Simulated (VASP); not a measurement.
# TiN (Fm-3m) in VASP: band structure with PBE

Aim: the band structure of TiN with PBE.

Program: VASP 6.6.1. These are calculated values, not measurements. Logs are shortened: lines on timing, memory, paths and dates and some standing lists are left out, and cuts for length are marked.

## Step 1: The crystal as given

It takes space group Fm-3m (No. 225, cubic). The conventional cell has a = 4.249 Å, b = 4.249 Å, c = 4.249 Å, α = 90.00°, β = 90.00°, γ = 90.00°. Ti (site symmetry m-3m) has 6 N at 2.12 Å as nearest neighbours. N (site symmetry m-3m) is surrounded by 6 Ti at 2.12 Å.

## Step 2: Band structure, PBE

File POSCAR:

```
TiN                                     
1.0
    0.0000000000      2.1242540092      2.1242540092
    2.1242540092      0.0000000000      2.1242540092
    2.1242540092      2.1242540092      0.0000000000
  Ti              N             
     1     1
Direct
     0.0000000000000000    0.0000000000000000    0.0000000000000000
     0.5000000000000000    0.5000000000000000    0.5000000000000000
```

File INCAR.step1:

```
SYSTEM = TiN
PREC = Accurate
ENCUT = 700
EDIFF = 1E-7
ISMEAR = 0
SIGMA = 0.02
LREAL = .FALSE.
LASPH = .TRUE.
NELM = 60
ALGO = Normal
ISIF = 2
LWAVE = .FALSE.
LCHARG = .TRUE.
LMAXMIX = 4
GGA = PE
NBANDS = 16
```

File KPOINTS.step1:

```
regular mesh
0
G
  12 12 12
  0 0 0
```

File INCAR.step2:

```
SYSTEM = TiN
PREC = Accurate
ENCUT = 700
EDIFF = 1E-7
ISMEAR = 0
SIGMA = 0.05
LREAL = .FALSE.
LASPH = .TRUE.
NELM = 60
ALGO = Normal
ISIF = 2
LWAVE = .FALSE.
LCHARG = .FALSE.
LMAXMIX = 4
GGA = PE
NBANDS = 16
ICHARG = 11
```

File KPOINTS.step2:

```
path GXWKGLUWLK,UX
20
line-mode
reciprocal
 0.0000000000  0.0000000000  0.0000000000  G
 0.5000000000  0.0000000000  0.5000000000  X

 0.5000000000  0.0000000000  0.5000000000  X
 0.5000000000  0.2500000000  0.7500000000  W

 0.5000000000  0.2500000000  0.7500000000  W
 0.3750000000  0.3750000000  0.7500000000  K

 0.3750000000  0.3750000000  0.7500000000  K
 0.0000000000  0.0000000000  0.0000000000  G

 0.0000000000  0.0000000000  0.0000000000  G
 0.5000000000  0.5000000000  0.5000000000  L

 0.5000000000  0.5000000000  0.5000000000  L
 0.6250000000  0.2500000000  0.6250000000  U

 0.6250000000  0.2500000000  0.6250000000  U
 0.5000000000  0.2500000000  0.7500000000  W

 0.5000000000  0.2500000000  0.7500000000  W
 0.5000000000  0.5000000000  0.5000000000  L

 0.5000000000  0.5000000000  0.5000000000  L
 0.3750000000  0.3750000000  0.7500000000  K

 0.6250000000  0.2500000000  0.6250000000  U
 0.5000000000  0.0000000000  0.5000000000  X
```

Potentials or basis: VASP PAW PBE potentials, release 64 (Ti_sv, N).

Run with:

```bash
> cat potpaw_PBE.64/Ti_sv/POTCAR potpaw_PBE.64/N/POTCAR > POTCAR
> cp INCAR.step1 INCAR
> cp KPOINTS.step1 KPOINTS
> mpirun -np 1 vasp_std > vasp.out
> cp INCAR.step2 INCAR
> cp KPOINTS.step2 KPOINTS
> mpirun -np 1 vasp_std > vasp.out
```

OUTCAR:

```text
SYSTEM = TiN
   PREC = Accurate
   ENCUT = 700
   EDIFF = 1E-7
   ISMEAR = 0
   LREAL = .FALSE.
   LASPH = .TRUE.
   NELM = 60
   ISIF = 2
   GGA = PE
   ICHARG = 11

 ion  position               nearest neighbor table
   1  0.000  0.000  0.000-   2 2.12   2 2.12   2 2.12   2 2.12   2 2.12   2 2.12
   2  0.500  0.500  0.500-   1 2.12   1 2.12   1 2.12   1 2.12   1 2.12   1 2.12

  LATTYP: Found a face centered cubic cell.
 ALAT       =     4.2485080184

  Lattice vectors:

 A1 = (   0.0000000000,   2.1242540092,   2.1242540092)
 A2 = (   2.1242540092,   0.0000000000,   2.1242540092)
 A3 = (   2.1242540092,   2.1242540092,   0.0000000000)

Analysis of symmetry for initial positions (statically):
=====================================================================
 Subroutine PRICEL returns:
 Original cell was already a primitive cell.

 Routine SETGRP: Setting up the symmetry group for a
 face centered cubic supercell.

 Subroutine GETGRP returns: Found 48 space group operations
 (whereof 48 operations were pure point group operations)
 out of a pool of 48 trial point group operations.

The static configuration has the point symmetry O_h .

Analysis of symmetry for dynamics (positions and initial velocities):
=====================================================================
 Subroutine PRICEL returns:
 Original cell was already a primitive cell.

 Routine SETGRP: Setting up the symmetry group for a
 face centered cubic supercell.

 Subroutine GETGRP returns: Found 48 space group operations
 (whereof 48 operations were pure point group operations)
 out of a pool of 48 trial point group operations.

The dynamic configuration has the point symmetry O_h .

 Subroutine INISYM returns: Found 48 space group operations
 (whereof 48 operations are pure point group operations),
 and found     1 'primitive' translations

----------------------------------------------------------------------------------------

                                     Primitive cell

  volume of cell :      19.1712

  direct lattice vectors                    reciprocal lattice vectors
     0.000000000  2.124254009  2.124254009    -0.235376748  0.235376748  0.235376748
     2.124254009  0.000000000  2.124254009     0.235376748 -0.235376748  0.235376748
     2.124254009  2.124254009  0.000000000     0.235376748  0.235376748 -0.235376748

  length of vectors
     3.004148830  3.004148830  3.004148830     0.407684486  0.407684486  0.407684486

  position of ions in fractional coordinates (direct lattice)
     0.000000000  0.000000000  0.000000000
     0.500000000  0.500000000  0.500000000

  ion indices of the primitive-cell ions
   primitive index   ion index
                 1           1
                 2           2

----------------------------------------------------------------------------------------

 KPOINTS: path GXWKGLUWLK,UX

Interpolating k-points between supplied coordinates.

 Line segments in fractional coordinates (reciprocal lattice):
    0.000000  0.000000  0.000000  ...  0.500000  0.000000  0.500000
    0.500000  0.000000  0.500000  ...  0.500000  0.250000  0.750000
    0.500000  0.250000  0.750000  ...  0.375000  0.375000  0.750000
    0.375000  0.375000  0.750000  ...  0.000000  0.000000  0.000000
    0.000000  0.000000  0.000000  ...  0.500000  0.500000  0.500000
    0.500000  0.500000  0.500000  ...  0.625000  0.250000  0.625000
    0.625000  0.250000  0.625000  ...  0.500000  0.250000  0.750000
    0.500000  0.250000  0.750000  ...  0.500000  0.500000  0.500000
    0.500000  0.500000  0.500000  ...  0.375000  0.375000  0.750000
    0.625000  0.250000  0.625000  ...  0.500000  0.000000  0.500000

 Generated    20 points on each line segment, for a total of    200 k-points:

 Following reciprocal coordinates:
            Coordinates               Weight
  0.000000  0.000000  0.000000      0.005000
  0.026316  0.000000  0.026316      0.005000
  0.052632  0.000000  0.052632      0.005000
  0.078947  0.000000  0.078947      0.005000
  0.105263  0.000000  0.105263      0.005000
  0.131579  0.000000  0.131579      0.005000
[... 16 lines left out ...]
  0.500000  0.026316  0.526316      0.005000
  0.500000  0.039474  0.539474      0.005000
 [... further k-points ...]
   k-points           NKPTS =    200   k-points in BZ     NKDIM =    200   number of bands    NBANDS=     16
   number of dos      NEDOS =    301   number of ions     NIONS =      2
   total plane-waves  NPLWV =  21952
   dimension x,y,z NGX =    28 NGY =   28 NGZ =   28
   dimension x,y,z NGXF=    56 NGYF=   56 NGZF=   56
   ions per type =               1   1
   NGX,Y,Z   is equivalent  to a cutoff of  15.49, 15.49, 15.49 a.u.
   NGXF,Y,Z  is equivalent  to a cutoff of  30.99, 30.99, 30.99 a.u.
 SYSTEM =  TiN
   PREC   = accura    normal or accurate (medium, high low for compatibility)
   ISTART =      0    job   : 0-new  1-cont  2-samecut
   ICHARG =     11    charge: 1-file 2-atom 10-const
   ISPIN  =      1    spin polarized calculation?
   LNONCOLLINEAR =      F non collinear calculations
   LSORBIT =      F    spin-orbit coupling
   LASPH  =      T    aspherical Exc in radial PAW
   ENCUT  =  700.0 eV  51.45 Ry    7.17 a.u.   6.48  6.48  6.48*2*pi/ulx,y,z
   NELM   =     60;   NELMIN=  2; NELMDL=  0     # of ELM steps
   EDIFF  = 0.1E-06   stopping-criterion for ELM
   LREAL  =      F    real-space projection
   EDIFFG = 0.1E-05   stopping-criterion for IOM
   NSW    =      0    number of steps for IOM
   IBRION =     -1    ionic relax: 0-MD 1-quasi-New 2-CG
   NFREE  =      0    steps in history (QN), initial steepest desc. (CG)
   ISIF   =      2    stress and relaxation
   ISYM   =      2    0-nonsym 1-usesym 2-fastsym
   POTIM  = 0.5000    time-step for ionic-motion
   TEBEG  =    0.0;   TEEND  =   0.0 temperature during run
   PSTRESS=    0.0 pullay stress
   NELECT =      17.0000    total number of electrons
   NUPDOWN=      -1.0000    fix difference up-down
   EMIN   =  10.00;   EMAX   =-10.00  energy-range for DOS
   EFERMI =   0.00;   METHOD = LEGACY
   ISMEAR =     0;   SIGMA  =   0.05  broadening in eV -4-tet -1-fermi 0-gaus
   EFERMI_NEDOS =   21; number of points for ismear=-14 and -15
   IALGO  =     38    algorithm
   IMIX   =      4    mixing-type and parameters
     AMIX     =   0.40;   BMIX     =  1.00
     AMIX_MAG =   1.60;   BMIX_MAG =  1.00
  volume/ion in A,a.u.               =       9.59        64.69
  Fermi-wavevector in a.u.,A,eV,Ry     =   1.572804  2.972169 33.656914  2.473713
  Thomas-Fermi vector in A             =   2.674184
   LORBIT       =      0    0 simple, 1 ext, 2 COOP (PROOUT), +10 PAW based schemes
   GGA     = PE    functional components
   LHFCALC =     F    Hartree Fock is set to
   AEXX    =    0.0000 exact exchange contribution
   IVDW    =     0    specifies the selected vdW correction
   LEPSILON=     F    determine dielectric tensor
   LRPA    =     F    only Hartree local field effects (RPA)
 non-spin polarized calculation
 Gauss-broadening in eV      SIGMA  =   0.05
  energy-cutoff  :      700.00
  volume of cell :       19.17
 maximum number of plane-waves:       869
 NGX is ok and might be reduce to    28

 number of electron      16.9999999 magnetization

 Free energy of the ion-electron system (eV)
  ---------------------------------------------------
  ext. energy  EPLUGINS =         0.00000000
  ---------------------------------------------------
  free energy    TOTEN  =       -18.92710719 eV

  energy without entropy =      -18.92559272  energy(sigma->0) =      -18.92634996

 E-fermi :  11.0810     XC(G=0): -12.9942

 val. band max:       11.0692451078   @ k =   0.5000   0.1711   0.6711
 cond. band min:      11.0933237006   @ k =   0.0789   0.0789   0.0789
 fundamental gap:      0.0240785929
 Fermi energy:        11.0810382169

 k-point     1 :       0.0000    0.0000    0.0000
  band No.  band energies     occupation
      1     -46.5004      2.00000
      2     -22.4833      2.00000
      3     -22.4833      2.00000
      4     -22.4833      2.00000
      5      -5.6890      2.00000
      6       9.3466      2.00000
[... 8 lines left out ...]
     15      24.5412      0.00000
     16      31.0585      0.00000

 k-point     2 :       0.0263    0.0000    0.0263
  band No.  band energies     occupation
      1     -46.4995      2.00000
      2     -22.4876      2.00000
      3     -22.4847      2.00000
      4     -22.4847      2.00000
      5      -5.6711      2.00000
      6       9.1697      2.00000
[... 8 lines left out ...]
     15      24.5568      0.00000
     16      31.0003      0.00000

 k-point     3 :       0.0526    0.0000    0.0526
  band No.  band energies     occupation
      1     -46.4969      2.00000
      2     -22.5003      2.00000
      3     -22.4888      2.00000
      4     -22.4888      2.00000
      5      -5.6180      2.00000
      6       8.7399      2.00000
[... 8 lines left out ...]
     15      24.6019      0.00000
     16      30.8222      0.00000

 k-point     4 :       0.0789    0.0000    0.0789
  band No.  band energies     occupation
      1     -46.4928      2.00000
      2     -22.5209      2.00000
      3     -22.4955      2.00000
      4     -22.4955      2.00000
      5      -5.5324      2.00000
      6       8.2020      2.00000
[... 8 lines left out ...]
     15      24.6722      0.00000
     16      30.5630      0.00000
[... 324 lines left out ...]
 k-point    22 :       0.5000    0.0132    0.5132
  band No.  band energies     occupation
      1     -46.3754      2.00000
      2     -23.0062      2.00000
      3     -22.6851      2.00000
      4     -22.6847      2.00000
      5      -4.2771      2.00000
      6       5.5628      2.00000
[... 8 lines left out ...]
     15      23.1058      0.00000
     16      25.7102      0.00000

 k-point    23 :       0.5000    0.0263    0.5263
  band No.  band energies     occupation
      1     -46.3754      2.00000
      2     -23.0046      2.00000
      3     -22.6868      2.00000
      4     -22.6851      2.00000
      5      -4.2686      2.00000
      6       5.5641      2.00000
[... 8 lines left out ...]
     15      23.1002      0.00000
     16      25.6651      0.00000

 k-point    24 :       0.5000    0.0395    0.5395
  band No.  band energies     occupation
      1     -46.3753      2.00000
      2     -23.0019      2.00000
      3     -22.6895      2.00000
      4     -22.6858      2.00000
      5      -4.2546      2.00000
      6       5.5663      2.00000
[... 8 lines left out ...]
     15      23.0912      0.00000
     16      25.5925      0.00000

 [... further k-points ...]

------------------------ aborting loop because EDIFF is reached ----------------------------------------

  FORCE on cell =-STRESS in cart. coord.  units (eV):
  Direction    XX          YY          ZZ          XY          YZ          ZX
  --------------------------------------------------------------------------------------
  -------------------------------------------------------------------------------------
  Total        1.5162158      1.5162158      1.5162158      0.0000000     -0.0000000      0.0000000
  in kB      126.7133185    126.7133185    126.7133185      0.0000000     -0.0000000      0.0000000
  external PRESSURE =     126.7133185 kB  Pullay stress =       0.0000000 kB

 VOLUME and BASIS-vectors are now :
 -----------------------------------------------------------------------------
  energy-cutoff  :      700.00
  volume of cell :       19.17
      direct lattice vectors                 reciprocal lattice vectors
     0.000000000  2.124254009  2.124254009    -0.235376748  0.235376748  0.235376748
     2.124254009  0.000000000  2.124254009     0.235376748 -0.235376748  0.235376748
     2.124254009  2.124254009  0.000000000     0.235376748  0.235376748 -0.235376748

 POSITION                                       TOTAL-FORCE (eV/Angst)
 -----------------------------------------------------------------------------------
      0.00000      0.00000      0.00000         0.000000      0.000000      0.000000
      2.12425      2.12425      2.12425        -0.000000      0.000000     -0.000000
 -----------------------------------------------------------------------------------
    total drift:                                0.000000     -0.000000     -0.000000

  FREE ENERGIE OF THE ION-ELECTRON SYSTEM (eV)
  ---------------------------------------------------
  free  energy   TOTEN  =       -18.9271071946 eV

  energy  without entropy=      -18.9255927159  energy(sigma->0) =      -18.92634996
```

Wall time 86 s (1 thread of Intel Xeon Platinum 8488C (Sapphire Rapids), shared host); peak memory 0.22 GiB.

Results:

```yaml
Band_gap_along_the_path: none (metal or under the smearing width)
```

Levels at the corners of the path, in eV from the Fermi level:
```
point  band 6  band 7  band 8  band 9  band 10  band 11
    Γ   -1.98   -1.98   -1.98   -0.56    -0.56    -0.56
    X   -5.77   -3.17   -3.17   -2.99     1.67     2.41
    X   -5.77   -3.17   -3.17   -2.99     1.67     2.41
    W   -5.41   -5.41   -5.29    0.97     0.97     2.41
    W   -5.41   -5.41   -5.29    0.97     0.97     2.41
    K   -5.74   -5.65   -4.39   -0.41     2.01     2.34
    K   -5.74   -5.65   -4.39   -0.41     2.01     2.34
    Γ   -1.98   -1.98   -1.98   -0.56    -0.56    -0.56
    Γ   -1.98   -1.98   -1.98   -0.56    -0.56    -0.56
    L   -7.99   -5.40   -5.40    1.72     1.72     2.39
    L   -7.99   -5.40   -5.40    1.72     1.72     2.39
    U   -5.74   -5.65   -4.39   -0.41     2.01     2.34
    U   -5.74   -5.65   -4.39   -0.41     2.01     2.34
    W   -5.41   -5.41   -5.29    0.97     0.97     2.41
    W   -5.41   -5.41   -5.29    0.97     0.97     2.41
    L   -7.99   -5.40   -5.40    1.72     1.72     2.39
    L   -7.99   -5.40   -5.40    1.72     1.72     2.39
    K   -5.74   -5.65   -4.39   -0.41     2.01     2.34
    U   -5.74   -5.65   -4.39   -0.41     2.01     2.34
    X   -5.77   -3.17   -3.17   -2.99     1.67     2.41
```

Caveat: the log is that of the step along the path at fixed density, whose energy, stress, charges and moments have no meaning.
